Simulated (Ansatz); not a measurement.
Runs of Ansatz 0.2.0 on InAs. The structure is cubic, space group F-43m (No. 216). Conventional cell: a = 6.036 Å, b = 6.036 Å, c = 6.036 Å, α = 90.00°, β = 90.00°, γ = 90.00°. In (site symmetry -43m) is surrounded by 4 As at 2.61 Å. Around As (site symmetry -43m) lie 4 In at 2.61 Å. 

| task | level | cell | k mesh | cutoff (eV) | smearing | atoms under strain | points for each segment of the path | q mesh | gap on the mesh (eV) | pressure (GPa) | relaxed volume (Å³/atom) |
| --- | --- | --- | --- | --- | --- | --- | --- | --- | --- | --- | --- |
| elastic constants | LDA | as given | 6 × 6 × 6 | 420 | fermi-dirac 0.05 eV | relaxed | - | - | none | -0.2 | - |
| density of states | RPBE+D3(BJ) | as given | 8 × 8 × 8 | 420 | fermi-dirac 0.1 eV | - | - | - | none | -3.9 | - |
| relaxation of cell and atoms | RPBE+D3(BJ) | relaxed | 8 × 8 × 8 | 420 | fermi-dirac 0.05 eV | - | - | - | (a) | 0.0 | 25.72 |
| single point | LDA | as given | 8 × 8 × 8 | 420 | gaussian 0.02 eV | - | - | - | none | -0.3 | - |
| relaxation of cell and atoms | PBEsol+D3(BJ) | relaxed | 8 × 8 × 8 | 420 | fermi-dirac 0.05 eV | - | - | - | none | 0.0 | 27.34 |
| single point | PBEsol | as given | 8 × 8 × 8 | 420 | gaussian 0.05 eV | - | - | - | none | 1.5 | - |
| band structure | BLYP | as given | 8 × 8 × 8 | 420 | fermi-dirac 0.05 eV | - | 14 | - | none | 7.5 | - |
| relaxation of cell and atoms | revPBE | relaxed | 8 × 8 × 8 | 420 | fermi-dirac 0.05 eV | - | - | - | none | 0.0 | 30.31 |
| phonons | LDA | as given | 6 × 6 × 6 | 420 | fermi-dirac 0.05 eV | - | 8 | 2 × 2 × 2 | none | - | - |
| relaxation of cell and atoms | PBEsol+D4 | relaxed | 8 × 8 × 8 | 420 | fermi-dirac 0.05 eV | - | - | - | none | 0.0 | 27.67 |
| band structure | r2SCAN | as given | 8 × 8 × 8 | 500 | fermi-dirac 0.05 eV | - | 14 | - | 0.28 | 2.3 | - |
| relaxation of cell and atoms | BLYP | relaxed | 8 × 8 × 8 | 420 | fermi-dirac 0.05 eV | - | - | - | none | 0.0 | (b) |

Alike in all rows: potentials or basis Ansatz PAW; no spin polarisation.

Estimate the missing entries.

(a) 0.30; (b) 31.47.

Caveats: the PAW data sets come from PBE, with cores solved anew for the run's functional, which leaves a small shift of forces and pressure; this crystal is a semiconductor, whose small gap the functional closes, so the metal is an error of the method (some runs); the plane-wave basis is chosen anew once the cell has moved, so the energies of steps on either side of that aren't comparable (some runs); pairwise dispersion overbinds metals, which lowers pressure and volume (some runs); spin-orbit coupling is left out, which moves the levels of the heavy elements (some runs); elastic constants of metals need much finer meshes, so these are rough (some runs); the volume moved by +10 % from the deposited cell, more than functionals usually miss (some runs).

A k mesh can miss the band edges, and the runs leave out spin-orbit coupling on As, In.

A gap of «none» marks a metal or a gap under the smearing width.

Runs at the PBE level aren't shown here.
